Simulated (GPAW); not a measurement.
# CuCl2 (P4/mmm) in GPAW: notebook

One crystal, CuCl2, is run at these levels: PBEsol; tasks: relaxation of cell and atoms.

All numbers are computed with GPAW 26.7.0; they aren't measurements. Logs are shortened: lines on timing, memory, paths and dates and some standing lists are left out, and cuts for length are marked. The log counts tension as positive stress, the text compression.

### Step 1. The crystal as given

It takes space group P4/mmm (No. 123, tetragonal). The conventional cell has a = 4.521 Å, b = 4.521 Å, c = 4.318 Å, α = 90.00°, β = 90.00°, γ = 90.00°. Cu (site symmetry 4/mmm) has 4 Cl at 2.26 Å as nearest neighbours. Cl (site symmetry mmm) is surrounded by 2 Cu at 2.26 Å.

Measurements of this composition are mostly on another form, of space group No. 12.

### Step 2. Relaxation of cell and atoms, PBEsol, target pressure 20 GPa, at which the enthalpy is minimised

Contents of run.py:

```python
from ase import Atoms
from ase.filters import FrechetCellFilter
from ase.io import write
from ase.optimize import BFGS
from ase.units import GPa
from gpaw import GPAW, PW, setup_paths

setup_paths.insert(0, '.')

atoms = Atoms(['Cu', 'Cl', 'Cl'],
              cell=[[4.520648, 0.0, 0.0],
                    [0.0, 4.520648, 0.0],
                    [0.0, 0.0, 4.317712]],
              scaled_positions=[[0.0, 0.0, 0.0],
                                [0.0, 0.5, 0.0],
                                [0.5, 0.0, 0.0]],
              pbc=True)

calc = GPAW(mode=PW(600),
            xc='PBEsol',
            kpts={'size': (5, 5, 5), 'gamma': True},
            occupations={'name': 'fermi-dirac', 'width': 0.05},
            nbands=25,
            convergence={'density': 1e-05, 'forces': 0.0001},
            maxiter=150,
            txt='gpaw.txt')
atoms.calc = calc
opt = BFGS(FrechetCellFilter(atoms, scalar_pressure=20 * GPa), trajectory='relax.traj', logfile='-')
done = opt.run(fmax=0.02, steps=60)
calc.write('gs.gpw')
write('result.traj', atoms)
print('Converged:', done)
print('Cell:', atoms.cell.cellpar().round(4))
print('Volume:', round(atoms.get_volume(), 4))
print(atoms.get_scaled_positions().round(5))
```

Potentials or basis: PAW data sets generated in the run's folder for this functional, pw.

Command:

```bash
$ gpaw-setup -f PBEsol Cl Cu
$ OMP_NUM_THREADS=1 python run.py
```

gpaw.txt:

```text
__  _  _
 | _ |_)|_||  |
 |__||  | ||/\| - 26.7.0

Input parameters:
  mode=PW(ecut=600.0),
  convergence={'density': 1e-05, 'forces': 0.0001},
  kpts=MonkhorstPack(size=(5, 5, 5), gamma=True),
  maxiter=150,
  nbands=25,
  occupations=Occupations(name='fermi-dirac', width=0.05),
  xc=XC(name='PBEsol')

Diagonalizing LCAO Hamiltonian
Converting LCAO to pw mode
    .----------.
   /|          |
  / |          |
 *  |          |
 |  |          |
 |  .----------.
 | Cl         /
 |/          /
 Cu----Cl---*

Atoms  # Å, Bohr magnetons
|   | symbol |        x |        y |        z |    initial magnetic moments |
|---|--------|----------|----------|----------|-----------------------------|
| 0 |     Cu | 0.000000 | 0.000000 | 0.000000 | ( 0.0000,  0.0000,  0.0000) |
| 1 |     Cl | 0.000000 | 2.260324 | 0.000000 | ( 0.0000,  0.0000,  0.0000) |
| 2 |     Cl | 2.260324 | 0.000000 | 0.000000 | ( 0.0000,  0.0000,  0.0000) |

Unit cell  # Å
| periodic |        x |        y |        z |  lengths |    angles |
|----------|----------|----------|----------|----------|-----------|
|      yes | 4.520648 | 0.000000 | 0.000000 | 4.520648 | 90.000000 |
|      yes | 0.000000 | 4.520648 | 0.000000 | 4.520648 | 90.000000 |
|      yes | 0.000000 | 0.000000 | 4.317712 | 4.317712 | 90.000000 |

Number of symmetries: 16
Symmetry operations  # r_c * U_cc + t_c -> r_c
|    | kind |            matrix            |
|----|------|------------------------------|
|  0 |  E   |  1, 0, 0,  0, 1, 0,  0, 0, 1 |
|  1 |  σ   |  1, 0, 0,  0, 1, 0,  0, 0,-1 |
|  2 |  σ   |  1, 0, 0,  0,-1, 0,  0, 0, 1 |
|  3 |  C2  |  1, 0, 0,  0,-1, 0,  0, 0,-1 |
|  4 |  σ   |  0, 1, 0,  1, 0, 0,  0, 0, 1 |
|  5 |  C2  |  0, 1, 0,  1, 0, 0,  0, 0,-1 |
|  6 |  C4  |  0, 1, 0, -1, 0, 0,  0, 0, 1 |
|  7 |  S4  |  0, 1, 0, -1, 0, 0,  0, 0,-1 |
|  8 |  C4  |  0,-1, 0,  1, 0, 0,  0, 0, 1 |
[... 201 lines left out ...]
No gap
No difference between direct/indirect transitions

Stress tensor  # eV/Ang^3
|        x |        y |        z |
|----------|----------|----------|
| 0.012587 | 0.000000 | 0.000000 |
| 0.000000 | 0.012587 | 0.000000 |
| 0.000000 | 0.000000 | 0.000216 |

Forces  # eV/Ang
|       x |       y |       z |
|---------|---------|---------|
| 0.00000 | 0.00000 | 0.00000 |  # Cu   0
| 0.00000 | 0.00000 | 0.00000 |  # Cl   1
| 0.00000 | 0.00000 | 0.00000 |  # Cl   2

Interpolating wave functions to new cell
    .----------.
   /|          |
  / |          |
 *  |          |
 |  |          |
 |  .----------.
 | Cl         /
 |/          /
 Cu----Cl---*

Atoms  # Å, Bohr magnetons
|   | symbol |        x |        y |        z |    initial magnetic moments |
|---|--------|----------|----------|----------|-----------------------------|
| 0 |     Cu | 0.000000 | 0.000000 | 0.000000 | ( 0.0000,  0.0000,  0.0000) |
| 1 |     Cl | 0.000000 | 2.217236 | 0.000000 | ( 0.0000,  0.0000,  0.0000) |
| 2 |     Cl | 2.217236 | 0.000000 | 0.000000 | ( 0.0000,  0.0000,  0.0000) |

Unit cell  # Å
| periodic |        x |        y |        z |  lengths |    angles |
|----------|----------|----------|----------|----------|-----------|
|      yes | 4.434473 | 0.000000 | 0.000000 | 4.434473 | 90.000000 |
|      yes | 0.000000 | 4.434473 | 0.000000 | 4.434473 | 90.000000 |
|      yes | 0.000000 | 0.000000 | 4.242750 | 4.242750 | 90.000000 |

Number of symmetries: 16
Symmetry operations  # r_c * U_cc + t_c -> r_c
|    | kind |            matrix            |
|----|------|------------------------------|
|  0 |  E   |  1, 0, 0,  0, 1, 0,  0, 0, 1 |
|  1 |  σ   |  1, 0, 0,  0, 1, 0,  0, 0,-1 |
|  2 |  σ   |  1, 0, 0,  0,-1, 0,  0, 0, 1 |
|  3 |  C2  |  1, 0, 0,  0,-1, 0,  0, 0,-1 |
|  4 |  σ   |  0, 1, 0,  1, 0, 0,  0, 0, 1 |
|  5 |  C2  |  0, 1, 0,  1, 0, 0,  0, 0,-1 |
|  6 |  C4  |  0, 1, 0, -1, 0, 0,  0, 0, 1 |
|  7 |  S4  |  0, 1, 0, -1, 0, 0,  0, 0,-1 |
|  8 |  C4  |  0,-1, 0,  1, 0, 0,  0, 0, 1 |
[... 199 lines left out ...]
No gap
No difference between direct/indirect transitions

Stress tensor  # eV/Ang^3
|         x |         y |        z |
|-----------|-----------|----------|
| -0.008022 |  0.000000 | 0.000000 |
|  0.000000 | -0.008022 | 0.000000 |
|  0.000000 |  0.000000 | 0.000178 |

Forces  # eV/Ang
|       x |       y |       z |
|---------|---------|---------|
| 0.00000 | 0.00000 | 0.00000 |  # Cu   0
| 0.00000 | 0.00000 | 0.00000 |  # Cl   1
| 0.00000 | 0.00000 | 0.00000 |  # Cl   2

Interpolating wave functions to new cell
[... 4 lines left out ...]
Atoms  # Å, Bohr magnetons
|   | symbol |        x |         y |         z |    initial magnetic moments |
|---|--------|----------|-----------|-----------|-----------------------------|
| 0 |     Cu | 0.000000 |  0.000000 |  0.000000 | ( 0.0000,  0.0000,  0.0000) |
| 1 |     Cl | 0.000000 |  2.082701 | -0.000000 | ( 0.0000,  0.0000,  0.0000) |
| 2 |     Cl | 2.082701 | -0.000000 |  0.000000 | ( 0.0000,  0.0000,  0.0000) |

Unit cell  # Å
| periodic |        x |         y |        z |  lengths |    angles |
|----------|----------|-----------|----------|----------|-----------|
|      yes | 4.165401 | -0.000000 | 0.000000 | 4.165401 | 90.000000 |
|      yes | 0.000000 |  4.165401 | 0.000000 | 4.165401 | 90.000000 |
|      yes | 0.000000 | -0.000000 | 3.969122 | 3.969122 | 90.000000 |

Number of symmetries: 16
Symmetry operations  # r_c * U_cc + t_c -> r_c
|    | kind |            matrix            |
|----|------|------------------------------|
|  0 |  E   |  1, 0, 0,  0, 1, 0,  0, 0, 1 |
|  1 |  σ   |  1, 0, 0,  0, 1, 0,  0, 0,-1 |
|  2 |  σ   |  1, 0, 0,  0,-1, 0,  0, 0, 1 |
|  3 |  C2  |  1, 0, 0,  0,-1, 0,  0, 0,-1 |
|  4 |  σ   |  0, 1, 0,  1, 0, 0,  0, 0, 1 |
|  5 |  C2  |  0, 1, 0,  1, 0, 0,  0, 0,-1 |
|  6 |  C4  |  0, 1, 0, -1, 0, 0,  0, 0, 1 |
|  7 |  S4  |  0, 1, 0, -1, 0, 0,  0, 0,-1 |
|  8 |  C4  |  0,-1, 0,  1, 0, 0,  0, 0, 1 |
[... 202 lines left out ...]
Stress tensor  # eV/Ang^3
|         x |         y |         z |
|-----------|-----------|-----------|
| -0.128239 |  0.000000 |  0.000000 |
|  0.000000 | -0.128239 |  0.000000 |
|  0.000000 |  0.000000 | -0.000973 |

Forces  # eV/Ang
|        x |        y |       z |
|----------|----------|---------|
|  0.00000 |  0.00000 | 0.00000 |  # Cu   0
| -0.00000 |  0.00000 | 0.00000 |  # Cl   1
|  0.00000 | -0.00000 | 0.00000 |  # Cl   2

Interpolating wave functions to new cell
[... 4 lines left out ...]
Atoms  # Å, Bohr magnetons
|   | symbol |        x |         y |         z |    initial magnetic moments |
|---|--------|----------|-----------|-----------|-----------------------------|
| 0 |     Cu | 0.000000 |  0.000000 |  0.000000 | ( 0.0000,  0.0000,  0.0000) |
| 1 |     Cl | 0.000000 |  2.035535 | -0.000000 | ( 0.0000,  0.0000,  0.0000) |
| 2 |     Cl | 2.035535 | -0.000000 |  0.000000 | ( 0.0000,  0.0000,  0.0000) |

Unit cell  # Å
| periodic |        x |         y |         z |  lengths |    angles |
|----------|----------|-----------|-----------|----------|-----------|
|      yes | 4.071071 |  0.000000 |  0.000000 | 4.071071 | 90.000000 |
|      yes | 0.000000 |  4.071071 | -0.000000 | 4.071071 | 90.000000 |
|      yes | 0.000000 | -0.000000 |  3.801420 | 3.801420 | 90.000000 |

Number of symmetries: 16
Symmetry operations  # r_c * U_cc + t_c -> r_c
|    | kind |            matrix            |
|----|------|------------------------------|
|  0 |  E   |  1, 0, 0,  0, 1, 0,  0, 0, 1 |
|  1 |  σ   |  1, 0, 0,  0, 1, 0,  0, 0,-1 |
|  2 |  σ   |  1, 0, 0,  0,-1, 0,  0, 0, 1 |
|  3 |  C2  |  1, 0, 0,  0,-1, 0,  0, 0,-1 |
|  4 |  σ   |  0, 1, 0,  1, 0, 0,  0, 0, 1 |
|  5 |  C2  |  0, 1, 0,  1, 0, 0,  0, 0,-1 |
|  6 |  C4  |  0, 1, 0, -1, 0, 0,  0, 0, 1 |
|  7 |  S4  |  0, 1, 0, -1, 0, 0,  0, 0,-1 |
|  8 |  C4  |  0,-1, 0,  1, 0, 0,  0, 0, 1 |
[... 202 lines left out ...]
Stress tensor  # eV/Ang^3
|         x |         y |         z |
|-----------|-----------|-----------|
| -0.204969 |  0.000000 |  0.000000 |
|  0.000000 | -0.204969 |  0.000000 |
|  0.000000 |  0.000000 | -0.003471 |

Forces  # eV/Ang
|        x |        y |       z |
|----------|----------|---------|
| -0.00000 | -0.00000 | 0.00000 |  # Cu   0
| -0.00000 |  0.00000 | 0.00000 |  # Cl   1
|  0.00000 | -0.00000 | 0.00000 |  # Cl   2

Interpolating wave functions to new cell

         Cl
       Cu   Cl

Atoms  # Å, Bohr magnetons
|   | symbol |        x |        y |        z |    initial magnetic moments |
|---|--------|----------|----------|----------|-----------------------------|
| 0 |     Cu | 0.000000 | 0.000000 | 0.000000 | ( 0.0000,  0.0000,  0.0000) |
| 1 |     Cl | 0.000000 | 2.023216 | 0.000000 | ( 0.0000,  0.0000,  0.0000) |
| 2 |     Cl | 2.023216 | 0.000000 | 0.000000 | ( 0.0000,  0.0000,  0.0000) |

Unit cell  # Å
| periodic |        x |        y |         z |  lengths |    angles |
|----------|----------|----------|-----------|----------|-----------|
|      yes | 4.046433 | 0.000000 | -0.000000 | 4.046433 | 90.000000 |
|      yes | 0.000000 | 4.046433 |  0.000000 | 4.046433 | 90.000000 |
|      yes | 0.000000 | 0.000000 |  3.631860 | 3.631860 | 90.000000 |

Number of symmetries: 16
Symmetry operations  # r_c * U_cc + t_c -> r_c
|    | kind |            matrix            |
|----|------|------------------------------|
|  0 |  E   |  1, 0, 0,  0, 1, 0,  0, 0, 1 |
|  1 |  σ   |  1, 0, 0,  0, 1, 0,  0, 0,-1 |
|  2 |  σ   |  1, 0, 0,  0,-1, 0,  0, 0, 1 |
|  3 |  C2  |  1, 0, 0,  0,-1, 0,  0, 0,-1 |
|  4 |  σ   |  0, 1, 0,  1, 0, 0,  0, 0, 1 |
|  5 |  C2  |  0, 1, 0,  1, 0, 0,  0, 0,-1 |
|  6 |  C4  |  0, 1, 0, -1, 0, 0,  0, 0, 1 |
|  7 |  S4  |  0, 1, 0, -1, 0, 0,  0, 0,-1 |
|  8 |  C4  |  0,-1, 0,  1, 0, 0,  0, 0, 1 |
[... 449 lines left out ...]
Stress tensor  # eV/Ang^3
|         x |         y |         z |
|-----------|-----------|-----------|
| -0.257148 |  0.000000 |  0.000000 |
|  0.000000 | -0.257148 | -0.000000 |
|  0.000000 | -0.000000 | -0.024529 |

Forces  # eV/Ang
|       x |       y |       z |
|---------|---------|---------|
| 0.00000 | 0.00000 | 0.00000 |  # Cu   0
| 0.00000 | 0.00000 | 0.00000 |  # Cl   1
| 0.00000 | 0.00000 | 0.00000 |  # Cl   2

Interpolating wave functions to new cell
[... 233 lines left out ...]
Stress tensor  # eV/Ang^3
|         x |         y |         z |
|-----------|-----------|-----------|
| -0.256416 |  0.000000 |  0.000000 |
|  0.000000 | -0.256416 | -0.000000 |
|  0.000000 | -0.000000 | -0.055758 |

Forces  # eV/Ang
|       x |       y |       z |
|---------|---------|---------|
| 0.00000 | 0.00000 | 0.00000 |  # Cu   0
| 0.00000 | 0.00000 | 0.00000 |  # Cl   1
| 0.00000 | 0.00000 | 0.00000 |  # Cl   2

Interpolating wave functions to new cell
[... 482 lines left out ...]
Stress tensor  # eV/Ang^3
|         x |         y |         z |
|-----------|-----------|-----------|
| -0.224035 |  0.000000 |  0.000000 |
|  0.000000 | -0.224035 | -0.000000 |
|  0.000000 | -0.000000 | -0.089118 |

Forces  # eV/Ang
|       x |       y |       z |
|---------|---------|---------|
| 0.00000 | 0.00000 | 0.00000 |  # Cu   0
| 0.00000 | 0.00000 | 0.00000 |  # Cl   1
| 0.00000 | 0.00000 | 0.00000 |  # Cl   2

Interpolating wave functions to new cell
[... 1463 lines left out ...]
Stress tensor  # eV/Ang^3
|         x |         y |         z |
|-----------|-----------|-----------|
| -0.124812 |  0.000000 | -0.000000 |
|  0.000000 | -0.124812 | -0.000000 |
| -0.000000 | -0.000000 | -0.124712 |

Forces  # eV/Ang
|        x |        y |       z |
|----------|----------|---------|
|  0.00000 |  0.00000 | 0.00000 |  # Cu   0
| -0.00000 | -0.00000 | 0.00000 |  # Cl   1
|  0.00000 |  0.00000 | 0.00000 |  # Cl   2

# Writing to gs.gpw (mode='')
```

It took 3.2 min on 1 thread of Arm Neoverse V2, shared host; peak memory 0.28 GiB.

Results:

```
Free energy                                            : -8.0592 eV
Relaxed volume                                         : 16.12 Å³/atom
Relaxed cell                                           : a = 4.404 Å, b = 4.404 Å, c = 2.493 Å, α = 90.00°, β = 90.00°, γ = 90.00°
Space group after relaxing (to 0.05 Å)                 : P4/mmm (No. 123)
Energy change on relaxing (the enthalpy is what falls) : +281.2 meV/atom
Ionic steps                                            : 15
Pressure after relaxing                                : 20.0 GPa
Band gap on the k mesh                                 : none (metal or under the smearing width)
```

The path:
```tsv
step	energy change (eV)	largest force (eV/Å)	pressure (GPa)	volume (Å³)
1	0.0000	0.0000	-1.36	88.24
2	-0.0077	0.0000	0.85	83.43
3	0.5556	0.0000	13.75	68.87
4	1.0628	0.0000	22.08	63.00
5	1.2470	0.0000	25.81	59.47
6	1.3347	0.0000	28.78	55.54
7	1.3547	0.0000	30.37	52.43
8	1.3168	0.0000	30.13	50.18
9	1.1957	0.0000	28.69	48.44
10	1.1730	0.0000	28.37	46.90
11	1.1468	0.0000	26.64	46.33
12	0.8502	0.0000	20.39	48.40
13	0.8328	0.0000	19.79	48.46
14	0.8493	0.0000	20.07	48.32
15	0.8437	0.0000	19.99	48.36
```

Final structure:
```yaml
crystal:
  lattice:
    - [4.40435, 0.00000, 0.00000]
    - [0.00000, 4.40435, 0.00000]
    - [0.00000, 0.00000, 2.49321]
  atoms:
    - { symbol: Cu, position: [0.00000, 0.00000, 0.00000] }
    - { symbol: Cl, position: [0.00000, 0.50000, 0.00000] }
    - { symbol: Cl, position: [0.50000, 0.00000, 0.00000] }
```

Caveat: with this Cu data set, volumes or pressures lay over 1.5 % or 2 GPa off other programs in two to four cells of ten; later steps reuse the first step's grids; the volume moved by over 15 % at a fixed basis, so the end points are rough; this functional lacks dispersion, which binds the layers, so the pressure and a relaxed spacing across them are unreliable; an odd number of electrons without spin polarisation forces a metal; a magnetic or distorted state may lie lower; the run has no spin polarisation, though such a crystal can be magnetic; semilocal functionals often make such compounds metallic where correlation or magnetic order opens a gap, which also shifts bond lengths.

### Step 3. Relaxation of cell and atoms, PBEsol, target pressure 30 GPa, at which the enthalpy is minimised

run.py: that of step 2 with these lines changed.

```diff
@@ -27,3 +27,3 @@
 atoms.calc = calc
-opt = BFGS(FrechetCellFilter(atoms, scalar_pressure=20 * GPa), trajectory='relax.traj', logfile='-')
+opt = BFGS(FrechetCellFilter(atoms, scalar_pressure=30 * GPa), trajectory='relax.traj', logfile='-')
 done = opt.run(fmax=0.02, steps=60)
```

Potentials or basis: PAW data sets generated in the run's folder for this functional, pw.

Command:

```bash
$ gpaw-setup -f PBEsol Cl Cu
$ OMP_NUM_THREADS=1 python run.py
```

Run time: 3 min. Hardware: 1 thread of Arm Neoverse V2, shared host; peak memory 0.28 GiB.

It converged, with:

| Item | Value |
| --- | --- |
| Free energy | -7.6121 eV |
| Relaxed volume | 15.17 Å³/atom |
| Relaxed cell | a = 4.322 Å, b = 4.322 Å, c = 2.436 Å, α = 90.00°, β = 90.00°, γ = 90.00° |
| Space group after relaxing (to 0.05 Å) | P4/mmm (No. 123) |
| Energy change on relaxing (the enthalpy is what falls) | +430.1 meV/atom |
| Ionic steps | 14 |
| Pressure after relaxing | 30.0 GPa |
| Band gap on the k mesh | none (metal or under the smearing width) |

The path:
```tsv
step	energy change (eV)	largest force (eV/Å)	pressure (GPa)	volume (Å³)
1	0.0000	0.0000	-1.36	88.24
2	0.0128	0.0000	2.07	81.27
3	0.6726	0.0000	15.70	67.43
4	1.7640	0.0000	32.66	58.31
5	1.9547	0.0000	36.80	55.29
6	1.9906	0.0000	39.67	51.90
7	1.9619	0.0000	41.02	49.19
8	1.8671	0.0000	40.47	47.21
9	1.7728	0.0000	40.18	45.43
10	1.6729	0.0000	38.68	44.26
11	1.5845	0.0000	35.62	44.16
12	1.2673	0.0000	29.67	45.69
13	1.2829	0.0000	29.87	45.54
14	1.2904	0.0000	30.01	45.50
```

Final structure:
```
Cu Cl
1.0
     4.32161    0.00000    0.00000
     0.00000    4.32161    0.00000
     0.00000    0.00000    2.43614
Cu Cl
1 2
Direct
  0.00000 0.00000 0.00000
  0.00000 0.50000 0.00000
  0.50000 0.00000 0.00000
```

Levels at points of the mesh, in eV from the Fermi level:
| k point | band 11 | band 12 | band 13 | band 14 | band 15 | band 16 |
| --- | --- | --- | --- | --- | --- | --- |
| (0.00, 0.00, 0.00) | -3.05 | -0.68 | 0.59 | 1.26 | 4.39 | 6.82 |

Caveat: with this Cu data set, volumes or pressures lay over 1.5 % or 2 GPa off other programs in two to four cells of ten; later steps reuse the first step's grids; the volume moved by over 15 % at a fixed basis, so the end points are rough; this functional lacks dispersion, which binds the layers, so the pressure and a relaxed spacing across them are unreliable; an odd number of electrons without spin polarisation forces a metal; a magnetic or distorted state may lie lower; the run has no spin polarisation, though such a crystal can be magnetic; semilocal functionals often make such compounds metallic where correlation or magnetic order opens a gap, which also shifts bond lengths. With open d or f shells a metallic result of PBEsol can be an artefact of self-interaction; +U or a hybrid may open a gap.
